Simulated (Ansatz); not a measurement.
# Dielectric response of BeS (110) films, part 2 of 5

Wanted: ε of zincblende BeS (110) by finite fields on slabs, and the band edges against the vacuum where run.

Ansatz 0.2.0; plane-wave DFT, PBE, Ansatz PAW (set soft_1); PAW set soft_1 (the session's first sound run).

So far, gap on the k-mesh (eV): step 2 (relaxation, 10 atoms, units 5) 2.71.

## Step 3: The relaxed film, single point, 10 atoms, units 5

The film was relaxed beforehand; a single point on the relaxed positions gives its levels and potential.

File input.yaml:

```yaml
crystal:
  lattice:
    - [3.44361002, 0.0, 0.0]
    - [0.0, 4.87, 0.0]
    - [0.0, 0.0, 24.8872200488]
  atoms:
    - { symbol: Be, position: [0.5, 0.5515642048, 0.3770698628] }
    - { symbol: S, position: [0.0, 0.7454588388, 0.3577237938] }
    - { symbol: Be, position: [0.0, -0.017290138, 0.4283201156] }
    - { symbol: S, position: [0.5, 0.2335858184, 0.4305490312] }
    - { symbol: Be, position: [0.5, 0.4850099428, 0.5000000002] }
    - { symbol: S, position: [0.0, 0.7383526109, 0.4999999998] }
    - { symbol: Be, position: [0.0, -0.0172901403, 0.571679884] }
    - { symbol: S, position: [0.5, 0.2335858167, 0.5694509692] }
    - { symbol: Be, position: [0.5, 0.5515642059, 0.6229301374] }
    - { symbol: S, position: [0.0, 0.7454588401, 0.642276206] }
kpoints:
  mp_grid: { grid: [8, 6, 1] }
hamiltonian:
  xc: pbe
  pseudopotentials: { kind: paw, azcp: { folder: soft_1 } }
scf:
  occupations: { method: fixed }
  convergence: { dr2_threshold: 1.0e-09 }
efield:
  axis: 3
  dipole_correction: true
  ramp_position: 0.97
  ramp_width: 0.06
output:
  eigenvalues: true
  write_potential: true
  write_density: true
  volumetric_format: npy
```

On the command line:

```console
$ ansatz run input.yaml --threads 4 --pin off --max-ram 8192MiB --backend cpu --events-out ev --progress --plain --runs-dir out
```

Numbers of over 12 decimals in the logs are rounded to 6 here.

Log:

```text
[...]
Crystal: 10 atoms, lattice volume = 417.368 Å³
Basis set: ecut = 420 eV, 8097 PW (Γ)
Bands: 30, of which v1, the nominal top of the filled ones, is band 20 counted from 1 (19 counted from 0)
Symmetry: 2 space group operations
k-points: 20 of 48 (time reversal used)
[...]
SCF iter   1: F=—  HF=-4984.696973 eV  |F-HF|=—  |Δ(HF+E_count)|=         —  Δρ=2.79e-2  dr2=4.11e0  ethr=3.10e-3  p=0.000 e·Å  D=1.71e-14 V/Å  ΔV_dip=-0.00 eV  dr2_dipole=7.02e-10  V_vac-E_F(+/−)=8.36/8.36 eV  ⟨swp⟩=7.0  Hψ=3445  notcnv=0  defer=151
[...]
SCF iter  10: F=-4983.525055 eV  HF=-4983.525055 eV  |F-HF|=1.73e-10  |Δ(HF+E_count)|=   4.66e-9  Δρ=3.16e-7  dr2=6.05e-10  ethr=2.50e-12  p=-0.000 e·Å  D=-1.44e-6 V/Å  ΔV_dip=0.00 eV  dr2_dipole=7.76e-11  V_vac-E_F(+/−)=6.52/6.52 eV  ⟨swp⟩=22.9  Hψ=5100  notcnv=0
SCF 1 converged in 10 iterations: F = -4983.525055 eV  dr2 = 6.05e-10
[...]
SCF converged after 10 iterations
Free energy (F): -4983.525055 eV
[...]
Internal energy: -4983.525055 eV  (E = F + TS)
E sigma→0 (E₀):  -4983.525055 eV
Fermi energy:    -2.516200 eV
Dipole field:    D = 0.000007 V/Å  (p = 0.000016 e·Å, saw-weighted, corrected)
Work function:   Φ+ = 6.5219 eV   Φ− = 6.5221 eV
[...]
--- Band table (eV; the first three rows and the last of 20) ---
  k-point 0: bands = [... 16 lower, -2.8814, -2.8496, -2.6733, -2.5162, 1.0567, 2.2472, 2.2576, 2.6895, ... 6 higher]
  k-point 1: bands = [... 16 lower, -2.9910, -2.9272, -2.7452, -2.7002, 1.2309, 2.3590, 2.4130, 2.6563, ... 6 higher]
  k-point 2: bands = [... 16 lower, -3.2800, -3.2736, -3.1005, -2.7165, 1.6459, 2.5165, 2.5436, 2.9507, ... 6 higher]
  k-point 19: bands = [... 16 lower, -3.8621, -3.8557, -3.1155, -2.9021, 1.6330, 2.0679, 3.5240, 3.5368, ... 6 higher]
```

Wall time 15 s (4 threads of Arm Neoverse N1, shared host); peak memory 0.78 GiB; 60 s of CPU time.

This step gave:

| Item | Value |
| --- | --- |
| dipole along the normal | 1.56e-5 e·Å |

Running mean over 1.722 Å of the planar mean; the ramp of the sawtooth is left out. Table of electron's electrostatic potential energy less the highest filled level by z:

z (Å), electron's electrostatic potential energy less the highest filled level (eV) and a bar from the least value:
```
        4       6.52 ##############################
        5       6.52 ##############################
        6       6.51 ##############################
        7       6.29 #############################
        8       3.25 ####################
        9      -1.76 #####
       10      -3.36 
       11      -2.87 #
       12      -2.63 ##
       13      -2.61 ##
       14      -2.95 #
       15      -3.26 
       16      -1.44 ######
       17       3.85 ######################
       18       6.36 ##############################
       19       6.51 ##############################
       20       6.52 ##############################
       21       6.52 ##############################
```

The gap is 2.71 eV, with the valence edge 6.52 eV and the conduction edge 3.81 eV under the upper vacuum level.

## Step 4: Atoms held, 10 atoms, units 5, field 0.1 V/Å

A sawtooth potential applies the field, turning back in the middle of the vacuum. With the dipole correction the typed value is the field outside the slab. The induced dipole is small, so the SCF threshold is tight.

input.yaml, as its differences from that of step 3:

```diff
@@ -23,3 +23,3 @@
   occupations: { method: fixed }
-  convergence: { dr2_threshold: 1.0e-09 }
+  convergence: { dr2_threshold: 1.0e-10 }
 efield:
@@ -27,6 +27,6 @@
   dipole_correction: true
-  ramp_position: 0.97
-  ramp_width: 0.06
+  ramp_position: 0.9537
+  ramp_width: 0.0926
+  amplitude: 0.1
 output:
-  eigenvalues: true
   write_potential: true
```

Log:

```text
[...]
Crystal: 10 atoms, lattice volume = 417.368 Å³
Basis set: ecut = 420 eV, 8097 PW (Γ)
Bands: 30, of which v1, the nominal top of the filled ones, is band 20 counted from 1 (19 counted from 0)
Symmetry: 2 space group operations
k-points: 20 of 48 (time reversal used)
[...]
SCF iter   1: F=—  HF=-4984.700872 eV  |F-HF|=—  |Δ(HF+E_count)|=         —  Δρ=2.79e-2  dr2=4.11e0  ethr=3.10e-3  p=0.082 e·Å  D=3.57e-2 V/Å  ΔV_dip=-0.89 eV  dr2_dipole=7.86e-4  V_vac-E_F(+/−)=8.98/7.68 eV  ⟨swp⟩=7.1  Hψ=3411  notcnv=0  defer=153
[...]
SCF iter  12: F=-4983.528580 eV  HF=-4983.528580 eV  |F-HF|=2.36e-11  |Δ(HF+E_count)|=  5.23e-10  Δρ=6.46e-8  dr2=2.13e-11  ethr=1.00e-12  p=0.070 e·Å  D=3.06e-2 V/Å  ΔV_dip=-0.76 eV  dr2_dipole=1.43e-12  V_vac-E_F(+/−)=7.20/5.77 eV  ⟨swp⟩=23.8  Hψ=4977  notcnv=0
SCF 1 converged in 12 iterations: F = -4983.528580 eV  dr2 = 2.13e-11
[...]
SCF converged after 12 iterations
[...]
Free energy (F): -4983.528580 eV
[...]
Internal energy: -4983.528580 eV  (E = F + TS)
E sigma→0 (E₀):  -4983.528580 eV
Fermi energy:    -2.513660 eV
Dipole field:    D = 0.030562 V/Å  (p = 0.070492 e·Å, saw-weighted, corrected)
Work function:   not extracted (applied field tilts the vacuum); planar V_es + V_field profile in the machine report
[...]
--- Band table (eV; the first three rows and the last of 20) ---
  k-point 0: bands = [... 16 lower, -2.8826, -2.8564, -2.6652, -2.5137, 1.0550, 2.2260, 2.2576, 2.6933, ... 6 higher]
  k-point 1: bands = [... 16 lower, -2.9928, -2.9320, -2.7415, -2.6936, 1.2291, 2.3494, 2.3944, 2.6717, ... 6 higher]
  k-point 2: bands = [... 16 lower, -3.2966, -3.2496, -3.1041, -2.7113, 1.6431, 2.4876, 2.5613, 2.9529, ... 6 higher]
  k-point 19: bands = [... 16 lower, -3.8897, -3.8308, -3.1217, -2.8930, 1.6238, 2.0759, 3.5211, 3.5356, ... 6 higher]
```

The job ended after 16 s (4 threads; peak memory 0.76 GiB; 64 s of CPU time).

This step gave:

| Item | Value |
| --- | --- |
| gap on the k-mesh | 2.702 eV |
| dipole along the normal | 0.07049 e·Å |

The dipole is 0.0705 e·Å, and the gap on the mesh 2.702 eV.

## Step 5: Atoms held, 10 atoms, units 5, field -0.1 V/Å

input.yaml, as its differences from that of step 4:

```diff
@@ -29,3 +29,3 @@
   ramp_width: 0.0926
-  amplitude: 0.1
+  amplitude: -0.1
 output:
```

Log:

```text
[...]
Crystal: 10 atoms, lattice volume = 417.368 Å³
Basis set: ecut = 420 eV, 8097 PW (Γ)
Bands: 30, of which v1, the nominal top of the filled ones, is band 20 counted from 1 (19 counted from 0)
Symmetry: 2 space group operations
k-points: 20 of 48 (time reversal used)
[...]
k-point 0: bands = [... 16 lower, -2.8826, -2.8564, -2.6652, -2.5137, 1.0550, 2.2260, 2.2576, 2.6933, ... 6 higher]
  k-point 1: bands = [... 16 lower, -2.9928, -2.9320, -2.7415, -2.6936, 1.2291, 2.3494, 2.3944, 2.6717, ... 6 higher]
  k-point 2: bands = [... 16 lower, -3.2966, -3.2496, -3.1041, -2.7113, 1.6431, 2.4876, 2.5613, 2.9529, ... 6 higher]
  k-point 19: bands = [... 16 lower, -3.8897, -3.8308, -3.1217, -2.8930, 1.6238, 2.0759, 3.5211, 3.5356, ... 6 higher]
[key lines of the parts left out:]
SCF converged after 12 iterations
Free energy (F): -4983.528580 eV
Fermi energy:    -2.513660 eV
Dipole field:    D = -0.030562 V/Å  (p = -0.070492 e·Å, saw-weighted, corrected)
```

Elapsed: 16 s, on 4 threads; peak memory 0.76 GiB; 63 s of CPU time.

The dipole is -0.0705 e·Å, and the gap on the mesh 2.702 eV.

## Step 6: Response with the atoms held, 10 atoms, units 5

This step: plane-wave DFT, PBE, Ansatz PAW (set soft_1); response to a field along the normal, atoms held; PAW set soft_1 (Ansatz 0.2.0).

The two fields give this film's response with the atoms held: the electronic part.

Numbers from this step:

* equivalent conductor thickness p/(ε₀AE): 7.606 Å
* distance between the outer atoms: 7.082 Å
* thickness: 8.609 Å

Local field over the applied field, running mean. From the potentials at -0.1 and 0.1 V/Å; running mean over 1.722 Å, taken twice. The local field over applied field by z:

z (Å), local field over applied field and a bar from the least value:
```
      4.5      0.999 ##############################
      5.0      0.997 ##############################
      5.5      0.991 ##############################
      6.0      0.973 #############################
      6.5      0.930 ###########################
      7.0      0.843 ########################
      7.5      0.708 ###################
      8.0      0.542 #############
      8.5      0.378 #######
      9.0      0.256 ###
      9.5      0.190 #
     10.0      0.173 
     10.5      0.179 
     11.0      0.186 
     11.5      0.186 
     12.0      0.182 
     12.5      0.181 
     13.0      0.183 
     13.5      0.186 
     14.0      0.185 
     14.5      0.177 
     15.0      0.174 
     15.5      0.200 #
     16.0      0.279 ####
     16.5      0.413 #########
     17.0      0.581 ###############
     17.5      0.742 #####################
     18.0      0.867 #########################
     18.5      0.943 ############################
     19.0      0.979 #############################
     19.5      0.993 ##############################
     20.0      0.998 ##############################
     20.5      0.999 ##############################
```

Electrons, planar mean, per unit field. Table of induced electron density by z:

z (Å), induced electron density (e/Å³ per V/Å) and a bar from the least value:
```
      4.5    0.00000 ###############
      5.0    0.00001 ###############
      5.5    0.00004 ###############
      6.0    0.00012 ###############
      6.5    0.00035 #################
      7.0    0.00095 ####################
      7.5    0.00214 #########################
      8.0    0.00310 ##############################
      8.5    0.00173 #######################
      9.0    0.00093 ###################
      9.5    0.00050 #################
     10.0   -0.00081 ###########
     10.5   -0.00065 ############
     11.0    0.00060 ##################
     11.5    0.00041 #################
     12.0   -0.00064 ############
     12.5    0.00015 ################
     13.0    0.00052 #################
     13.5   -0.00064 ############
     14.0   -0.00035 #############
     14.5    0.00085 ###################
     15.0    0.00058 ##################
     15.5   -0.00077 ###########
     16.0   -0.00090 ##########
     16.5   -0.00218 ####
     17.0   -0.00304 
     17.5   -0.00183 ######
     18.0   -0.00077 ###########
     18.5   -0.00028 #############
     19.0   -0.00009 ##############
     19.5   -0.00003 ###############
     20.0   -0.00001 ###############
     20.5    0.00000 ###############
```

By hand: between -0.1 and 0.1 V/Å the dipole changes by 0.1410 e·Å, a slope of 0.7049 e·Å²/V. A perfect conductor of thickness t has p = ε₀AEt, so t = 180.95 × 0.7049 / 16.770 = 7.61 Å (e/ε₀ = 180.95 V·Å, A in Å²).

The induced dipole is that of a conductor 7.61 Å thick.

## Step 7: Relaxing in the field, 10 atoms, field 0.05 V/Å

This step: plane-wave DFT, PBE, Ansatz PAW (set soft_1); PAW set soft_1 (Ansatz 0.2.0).

Now the atoms may follow the field. A weak field makes forces of meV/Å to tens of meV/Å, so the force tolerance is set well below the usual one.

input.yaml, as its differences from that of step 5:

```diff
@@ -27,5 +27,8 @@
   dipole_correction: true
-  ramp_position: 0.9537
-  ramp_width: 0.0926
-  amplitude: -0.1
+  ramp_position: 0.97
+  ramp_width: 0.06
+  amplitude: 0.05
+relax:
+  f_tol: 0.0006
+  max_steps: 70
 output:
```

Log:

```text
[...]
Crystal: 10 atoms, lattice volume = 417.368 Å³
Basis set: ecut = 420 eV, 8097 PW (Γ), exchange–correlation on 48×72×360 points (8 copies of the dense FFT grid, shifted against one another)
Bands: 30, of which v1, the nominal top of the filled ones, is band 20 counted from 1 (19 counted from 0)
Symmetry: 2 space group operations
k-points: 20 of 48 (time reversal used)
[...]
SCF iter   1: F=—  HF=-4984.697742 eV  |F-HF|=—  |Δ(HF+E_count)|=         —  Δρ=2.79e-2  dr2=4.11e0  ethr=3.10e-3  p=0.041 e·Å  D=1.79e-2 V/Å  ΔV_dip=-0.44 eV  dr2_dipole=1.96e-4  V_vac-E_F(+/−)=8.69/8.00 eV  ⟨swp⟩=7.0  Hψ=3411  notcnv=0  defer=152
[...]
SCF iter  12: F=-4983.525678 eV  HF=-4983.525678 eV  |F-HF|=3.73e-11  |Δ(HF+E_count)|=  5.19e-10  Δρ=7.54e-8  dr2=2.88e-11  ethr=1.00e-12  p=0.035 e·Å  D=1.53e-2 V/Å  ΔV_dip=-0.38 eV  dr2_dipole=3.51e-13  V_vac-E_F(+/−)=6.88/6.13 eV  ⟨swp⟩=8.2  Hψ=3303  notcnv=0
SCF 1 converged in 12 iterations: F = -4983.525678 eV  dr2 = 2.88e-11
[...]
relax step   1: F+E_penalty+E_count = -4983.52567769 eV  Δ(F+E_penalty+E_count) = +0.000e0 eV  max|allowed force component| = 1.729e-2 eV/Å  Δτ_max = 0.0000 Å  (12 SCF iters, accepted)
[...]
SCF iter   7: F=-4983.525726 eV  HF=-4983.525726 eV  |F-HF|=4.82e-11  |Δ(HF+E_count)|=  6.37e-11  Δρ=1.32e-7  dr2=6.10e-11  ethr=1.00e-12  p=0.037 e·Å  D=1.59e-2 V/Å  ΔV_dip=-0.40 eV  dr2_dipole=9.80e-13  V_vac-E_F(+/−)=6.87/6.13 eV  ⟨swp⟩=8.5  Hψ=3381  notcnv=0
SCF 2 converged in 7 iterations: F = -4983.525726 eV  dr2 = 6.10e-11
relax step   2: F+E_penalty+E_count = -4983.52572597 eV  Δ(F+E_penalty+E_count) = -4.827e-5 eV  max|allowed force component| = 8.331e-3 eV/Å  Δτ_max = 0.0017 Å  (7 SCF iters, accepted)
SCF iter   1: F=—  HF=-4983.525724 eV  |F-HF|=—  |Δ(HF+E_count)|=         —  Δρ=6.69e-5  dr2=3.17e-5  ethr=7.25e-7  p=0.037 e·Å  D=1.59e-2 V/Å  ΔV_dip=-0.40 eV  dr2_dipole=6.76e-6  V_vac-E_F(+/−)=6.87/6.13 eV  ⟨swp⟩=3.5  Hψ=1518  notcnv=0  defer=160
[...]
SCF iter   7: F=-4983.525738 eV  HF=-4983.525738 eV  |F-HF|=1.64e-11  |Δ(HF+E_count)|=  2.12e-10  Δρ=5.86e-8  dr2=1.18e-11  ethr=1.00e-12  p=0.038 e·Å  D=1.63e-2 V/Å  ΔV_dip=-0.41 eV  dr2_dipole=4.30e-14  V_vac-E_F(+/−)=6.87/6.14 eV  ⟨swp⟩=8.1  Hψ=3272  notcnv=0
SCF 3 converged in 7 iterations: F = -4983.525738 eV  dr2 = 1.18e-11
relax step   3: F+E_penalty+E_count = -4983.52573809 eV  Δ(F+E_penalty+E_count) = -1.212e-5 eV  max|allowed force component| = 1.829e-3 eV/Å  Δτ_max = 0.0015 Å  (7 SCF iters, accepted)
SCF iter   1: F=—  HF=-4983.525714 eV  |F-HF|=—  |Δ(HF+E_count)|=         —  Δρ=1.26e-5  dr2=6.60e-7  ethr=3.66e-8  p=0.038 e·Å  D=1.63e-2 V/Å  ΔV_dip=-0.41 eV  dr2_dipole=5.81e-10  V_vac-E_F(+/−)=6.87/6.14 eV  ⟨swp⟩=2.4  Hψ=1358  notcnv=0  defer=127
[...]
SCF iter   5: F=-4983.525739 eV  HF=-4983.525739 eV  |F-HF|=2.00e-11  |Δ(HF+E_count)|=  2.69e-10  Δρ=1.41e-7  dr2=6.71e-11  ethr=1.00e-12  p=0.038 e·Å  D=1.63e-2 V/Å  ΔV_dip=-0.41 eV  dr2_dipole=2.83e-12  V_vac-E_F(+/−)=6.87/6.14 eV  ⟨swp⟩=8.2  Hψ=3282  notcnv=0
SCF 4 converged in 5 iterations: F = -4983.525739 eV  dr2 = 6.71e-11
relax step   4: F+E_penalty+E_count = -4983.52573862 eV  Δ(F+E_penalty+E_count) = -5.310e-7 eV  max|allowed force component| = 4.308e-4 eV/Å  Δτ_max = 0.0003 Å  (5 SCF iters, accepted)
NSCF: frozen V_eff on 20 k-points
[...]
SCF converged after 5 iterations
[...]
Free energy (F): -4983.525739 eV
[...]
Internal energy: -4983.525739 eV  (E = F + TS)
E sigma→0 (E₀):  -4983.525739 eV
Fermi energy:    -2.515811 eV
Dipole field:    D = 0.016311 V/Å  (p = 0.037623 e·Å, saw-weighted, corrected)
Work function:   not extracted (applied field tilts the vacuum); planar V_es + V_field profile in the machine report
[...]
--- Forces (eV/Å), atoms counted from 1 ---
  atom   1  Be     0.00000000     0.00014290    -0.00017584
  atom   2  S     -0.00000000     0.00007725    -0.00001203
  atom   3  Be    -0.00000000    -0.00011988     0.00004949
  atom   4  S      0.00000000    -0.00031105     0.00001804
  atom   5  Be    -0.00000000     0.00013211    -0.00025280
  atom   6  S      0.00000000    -0.00002892     0.00043084
  atom   7  Be    -0.00000000     0.00006652     0.00015576
  atom   8  S      0.00000000     0.00021390     0.00002909
  atom   9  Be     0.00000000    -0.00017586    -0.00023791
  atom  10  S     -0.00000000     0.00000448    -0.00000391
  max |Σ_I F_I| component: 1.45e-6 eV/Å
--- Band table (eV; the first three rows and the last of 20) ---
  k-point 0: bands = [... 16 lower, -2.8811, -2.8516, -2.6727, -2.5158, 1.0558, 2.2437, 2.2579, 2.6893, ... 6 higher]
  k-point 1: bands = [... 16 lower, -2.9908, -2.9287, -2.7447, -2.6999, 1.2300, 2.3583, 2.4098, 2.6581, ... 6 higher]
  k-point 2: bands = [... 16 lower, -3.2848, -3.2675, -3.1017, -2.7164, 1.6452, 2.5123, 2.5469, 2.9509, ... 6 higher]
  k-point 19: bands = [... 16 lower, -3.8677, -3.8511, -3.1169, -2.9018, 1.6319, 2.0687, 3.5228, 3.5355, ... 6 higher]
--- Relaxed structure (4 steps of the walk, 4 accepted, 0 SCFs on fresh bases) ---
  F+E_penalty+E_count = -4983.52573862 eV   max|allowed force component| = 4.308e-4 eV/Å
  atoms:
    - { symbol: Be, position: [0.5, 0.551583, 0.377124] }
    - { symbol: S, position: [0, 0.745348, 0.357663] }
    - { symbol: Be, position: [0, -0.017382, 0.428325] }
    - { symbol: S, position: [0.5, 0.233508, 0.430527] }
    - { symbol: Be, position: [0.5, 0.484984, 0.500029] }
    - { symbol: S, position: [0, 0.738310, 0.499956] }
    - { symbol: Be, position: [0, -0.017291, 0.571708] }
    - { symbol: S, position: [0.5, 0.233663, 0.569441] }
    - { symbol: Be, position: [0.5, 0.551631, 0.622977] }
    - { symbol: S, position: [0, 0.745647, 0.642249] }
```

Elapsed: 36 s, on 4 threads; peak memory 0.72 GiB; 2.3 min of CPU time.

Hardly anything moved in the relaxation; the energy changed by under 0.2 meV an atom.

This step gave:

- gap on the k-mesh: 2.705 eV
- dipole along the normal: 0.03762 e·Å

The relaxation took 4 steps and lowered the energy by 6.1e-5 eV; the largest force on the free atoms ends at 4.3e-4 eV/Å.

The dipole is 0.0376 e·Å, and the gap on the mesh 2.705 eV.

## Step 8: Relaxing in the field, 10 atoms, field -0.05 V/Å

The opposite sign, again from the field-free geometry; the difference of the two cancels what relaxes without a field.

input.yaml, as its differences from that of step 7:

```diff
@@ -29,3 +29,3 @@
   ramp_width: 0.06
-  amplitude: 0.05
+  amplitude: -0.05
 relax:
```

Log:

```text
[...]
Crystal: 10 atoms, lattice volume = 417.368 Å³
Basis set: ecut = 420 eV, 8097 PW (Γ), exchange–correlation on 48×72×360 points (8 copies of the dense FFT grid, shifted against one another)
Bands: 30, of which v1, the nominal top of the filled ones, is band 20 counted from 1 (19 counted from 0)
Symmetry: 2 space group operations
k-points: 20 of 48 (time reversal used)
[...]
- { symbol: S, position: [0, 0.745647, 0.357751] }
    - { symbol: Be, position: [0, -0.017291, 0.428292] }
    - { symbol: S, position: [0.5, 0.233663, 0.430559] }
    - { symbol: Be, position: [0.5, 0.484984, 0.499971] }
    - { symbol: S, position: [0, 0.738310, 0.500044] }
    - { symbol: Be, position: [0, -0.017382, 0.571675] }
    - { symbol: S, position: [0.5, 0.233508, 0.569473] }
    - { symbol: Be, position: [0.5, 0.551583, 0.622876] }
    - { symbol: S, position: [0, 0.745348, 0.642337] }
[key lines of the parts left out:]
SCF converged after 5 iterations
Free energy (F): -4983.525739 eV
Fermi energy:    -2.515811 eV
Dipole field:    D = -0.016311 V/Å  (p = -0.037623 e·Å, saw-weighted, corrected)
```

Run time: 35 s. Hardware: 4 threads; peak memory 0.72 GiB.

Hardly anything moved in the relaxation; the energy changed by under 0.2 meV an atom.

The relaxation took 4 steps and lowered the energy by 6.1e-5 eV; the largest force on the free atoms ends at 4.3e-4 eV/Å.

The dipole is -0.0376 e·Å, and the gap on the mesh 2.705 eV.

(Continued in part 3 of 5.)

[Logs are printed without paths, hosts, clocks, repeated set-up lines and the standing remarks that a program may print on its own settings, such as how far it seeks lower states.]

[Hosts, paths, dates, database ids (printed as entryN), source tags and the programs' standing remarks are cut or masked in the printed files.]

[Maps of the electrostatic potential energy from Ansatz leave out the sawtooth potential of an applied field or a dipole correction, so their vacuum need not be flat; planar profiles and work functions include it.]
